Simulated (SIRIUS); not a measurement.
# Au (P-1) in SIRIUS: single point with PBE

Aim: the single point of Au with PBE.

Everything below comes from runs of SIRIUS 7.10.0. Logs are shortened: lines on timing, memory, paths and dates and some standing lists are left out, and cuts for length are marked. The log counts tension as positive stress, the text compression.

## 1. The cell of the first run

The typed cell holds 1 atom: a = 2.902 Å, b = 2.934 Å, c = 2.878 Å, α = 57.42°, β = 63.82°, γ = 57.49°.

This isn't the form of Au at room conditions, which is fcc.

## 2. Single point, PBE (cell strained at random at fixed volume)

Contents of sirius.json:

```json
{
  "control": {
    "processing_unit": "cpu",
    "verbosity": 2,
    "num_bands_to_print": 17,
    "print_forces": true,
    "print_stress": true
  },
  "parameters": {
    "electronic_structure_method": "pseudopotential",
    "xc_functionals": ["XC_GGA_X_PBE", "XC_GGA_C_PBE"],
    "gk_cutoff": 8.8,
    "pw_cutoff": 17.6,
    "ngridk": [11, 12, 11],
    "shiftk": [0, 0, 0],
    "smearing": "fermi_dirac",
    "smearing_width": 0.0018374661,
    "num_bands": 17,
    "num_mag_dims": 0,
    "num_dft_iter": 100,
    "energy_tol": 1e-08,
    "density_tol": 1e-06
  },
  "iterative_solver": {
    "type": "davidson",
    "min_tolerance": 1e-09,
    "tolerance_scale": [0.1, 0.25]
  },
  "mixer": {
    "type": "anderson",
    "beta": 0.7,
    "max_history": 8
  },
  "settings": {
    "tol_ne": 1e-10,
    "pseudo_grid_cutoff": 6.5
  },
  "unit_cell": {
    "lattice_vectors": [
      [-0.005800610501, 0.667700094545, 0.744407775794],
      [0.713548486578, 0.021741779779, 0.716055629384],
      [0.737567231676, 0.663003164419, -0.001082661174]
    ],
    "lattice_vectors_scale": 5.4841899098,
    "atom_coordinate_units": "lattice",
    "atom_types": ["Au"],
    "atom_files": {
      "Au": "Au.json"
    },
    "atoms": {
      "Au": [
        [0.02595, -0.02127, -0.013322]
      ]
    }
  }
}
```

Potentials or basis: PseudoDojo 0.4.1 PBE standard (scalar relativistic).

Command:

```
> upf_to_json Au.upf
> OMP_NUM_THREADS=1 sirius.scf --input=sirius.json --output=out.json --task=0
```

Log:

```text
[info] SIRIUS version : 7.10.0
[info] number of MPI ranks           : 1
[info] MPI grid                      : 1 1
[info] maximum number of OMP threads : 1
[fft] FFT context for density and potential
[fft] =====================================
[fft]   comm size                             : 1
[fft]   plane wave cutoff                     : 17.6
[fft]   grid size                             : 36 36 36   total : 46656
[fft]   grid limits                           : -17 18   -17 18   -17 18
[fft]   number of G-vectors within the cutoff : 5290
[fft]   local number of G-vectors             : 5290
[fft]   number of G-shells                    : 5290
[fft] FFT context for coarse grid
[fft] =====================================
[fft]   comm size                             : 1
[fft]   plane wave cutoff                     : 17.6
[fft]   grid size                             : 36 36 36   total : 46656
[fft]   grid limits                           : -17 18   -17 18   -17 18
[fft]   number of G-vectors within the cutoff : 5290
[fft]   local number of G-vectors             : 5290
[fft]   number of G-shells                    : 5290
[unit cell] lattice vectors
[unit cell]   a1 :      -0.0318116496      3.6617941213      4.0824736128
[unit cell]   a2 :       3.9132354102      0.1192360493      3.9269850575
[unit cell]   a3 :       4.0449587698      3.6360352645     -0.0059375195
[unit cell] reciprocal lattice vectors
[unit cell]   b1 :      -0.7813673462      0.8704714554      0.7522011790
[unit cell]   b2 :       0.8134549509     -0.9036055876      0.8168319722
[unit cell]   b3 :       0.7602272803      0.8810256712     -0.7843162855
[unit cell] unit cell volume :       114.82421330 [a.u.^3]
[unit cell] 1/sqrt(omega)    :         0.09332183
[unit cell] MT volume        :         0.00000000 ( 0.00%)
[unit cell] IT volume        :       114.82421330 (100.00%)
[unit cell] number of atom types : 1
[unit cell] type id : 0 symbol : Au mt_radius :  13.550000 num_atoms : 1
[unit cell] total number of atoms : 1
[unit cell] number of symmetry classes : 1
[unit cell] number of PAW atoms : 0
[... 279 lines left out ...]
[diagonalize] ik:  723   -3.119064   -1.335802   -1.332134   -1.331595    0.524014    0.537601    0.622317    0.662179    0.693964    0.841077    0.972504    1.124745    1.207812    1.432442    1.476414    1.705262    1.813579
[diagonalize] ik:  724   -3.119145   -1.335905   -1.331298   -1.330675    0.527815    0.561810    0.592438    0.636456    0.692415    0.824808    0.922061    1.187108    1.286492    1.404641    1.575279    1.697802    1.758536
[diagonalize] ik:  725   -3.119217   -1.336254   -1.330692   -1.329438    0.512441    0.572122    0.605956    0.623410    0.691833    0.796918    0.886906    1.235931    1.344406    1.395008    1.637344    1.719175    1.754415
[diagonalize] ik:  726   -3.119257   -1.336508   -1.330332   -1.328687    0.498485    0.572710    0.607609    0.652933    0.685288    0.764289    0.874058    1.258188    1.348922    1.434015    1.645956    1.700767    1.769621
[find] Charges and magnetic moments
[find] --------------------------------------------------------------------------------
[find] total charge          : 19.000000
[find] Energy
[find] --------------------------------------------------------------------------------
[find] valence_eval_sum               :      -7.56870509
[find] <rho|V^{XC}>                   :     -18.72544893
[find] <rho|E^{XC}>                   :     -26.07369350
[find] <mag|B^{XC}>                   :       0.00000000
[find] <rho|V^{H}>                    :      52.13492819
[find] one-electron contribution      :     -40.97818436 (Ha),     -81.95636871 (Ry)
[find] hartree contribution           :      26.06746410
[find] xc contribution                :     -26.07369350
[find] ewald contribution             :    -107.21413012
[find] PAW contribution               :       0.00000000
[find] smearing (-TS)                 :      -0.00005834
[find] SCF correction                 :       0.00000159
[find] Total energy                   :    -148.19854229 (Ha),    -296.39708458 (Ry)
[find] Free energy (E-TS)             :    -148.19860064 (Ha),    -296.39720127 (Ry)
[find] band gap (eV)                  :       0.00000000
[find] Efermi                         :       0.76439721
[find] iteration : 10, RMS : 2.557140261516e-08, energy difference : 4.206412995700e-12
[find] Hartree energy of density residual : 4.053999728438e-14
[find] bands are converged : true
[find] iterative solver converged : true
[find] converged after 11 SCF iterations!
[find] Charges and magnetic moments
[find] --------------------------------------------------------------------------------
[find] total charge          : 19.000000
[find] Energy
[find] --------------------------------------------------------------------------------
[find] valence_eval_sum               :      -7.56870509
[find] <rho|V^{XC}>                   :     -18.72544893
[find] <rho|E^{XC}>                   :     -26.07369350
[find] <mag|B^{XC}>                   :       0.00000000
[find] <rho|V^{H}>                    :      52.13492819
[find] one-electron contribution      :     -40.97818436 (Ha),     -81.95636871 (Ry)
[find] hartree contribution           :      26.06746410
[find] xc contribution                :     -26.07369350
[find] ewald contribution             :    -107.21413012
[find] PAW contribution               :       0.00000000
[find] smearing (-TS)                 :      -0.00005834
[find] SCF correction                 :       0.00000159
[find] Total energy                   :    -148.19854229 (Ha),    -296.39708458 (Ry)
[find] Free energy (E-TS)             :    -148.19860064 (Ha),    -296.39720127 (Ry)
[find] band gap (eV)                  :       0.00000000
[find] Efermi                         :       0.76439721
[ground_state] === stress tensor components [kbar] ===
[ground_state] === stress_kin ===
[ground_state] -72737.400526  -47.316899   40.100381
[ground_state]   -47.316899-72675.816905  -60.496018
[ground_state]    40.100381  -60.496018-72735.975816
[ground_state] === stress_har ===
[ground_state] -22289.111451  723.136631 -819.559636
[ground_state]   723.136631-22217.258294 1201.726618
[ground_state]  -819.559636 1201.726618-22285.393884
[ground_state] === stress_ewald ===
[ground_state] 91623.478593 1387.939049-1485.726179
[ground_state]  1387.93904991455.676971 2271.541578
[ground_state] -1485.726179 2271.54157891631.909942
[ground_state] === stress_vloc ===
[ground_state]  1953.332858-2056.023913 2264.178987
[ground_state] -2056.023913 1985.720328-3396.986391
[ground_state]  2264.178987-3396.986391 1939.813297
[ground_state] === stress_xc ===
[ground_state] -18275.159941    1.201831   -1.197455
[ground_state]     1.201831-18275.759686    2.029689
[ground_state]    -1.197455    2.029689-18275.089808
[ground_state] === stress_core ===
[ground_state] 34133.328308    0.163251    0.382824
[ground_state]     0.16325134132.405600    0.230717
[ground_state]     0.382824    0.23071734133.324158
[ground_state] === stress_nonloc ===
[ground_state] -14497.655332    3.192862   -3.605552
[ground_state]     3.192862-14500.018913    4.765016
[ground_state]    -3.605552    4.765016-14497.504822
[ground_state] === stress_us_nl ===
[ground_state] -14497.655332    3.192862   -3.605552
[ground_state]     3.192862-14500.018913    4.765016
[ground_state]    -3.605552    4.765016-14497.504822
[ground_state] === stress_total ===
[ground_state]   -89.187491   12.292812   -5.426630
[ground_state]    12.292812  -95.050899   22.811209
[ground_state]    -5.426630   22.811209  -88.916933
[ground_state] ==== total Forces in Ha/bohr =====
[ground_state] atom:    0, force:       0.0000000      0.0000000      0.0000000
[... 8 lines left out ...]
[ground_state] ==== Ewald forces from ions =====
[ground_state] atom:    0, force:       0.0000000      0.0000000      0.0000000
[~DFT_ground_state] local op. applied: 309044
[~DFT_ground_state] evp. work count: 73472.1
[~DFT_ground_state] number of iterative solver steps: 21622
```

Wall time 5.8 min (1 thread of Arm Neoverse V1, shared host); peak memory 1.6 GiB.

Results:

```
Free energy            : -4032.6894 eV
Pressure               : 9.1 GPa
Band gap on the k mesh : none (metal or under the smearing width)
```

Stress tensor (GPa, compression positive):
```
 8.92 -1.23  0.54
-1.23  9.51 -2.28
 0.54 -2.28  8.89
```
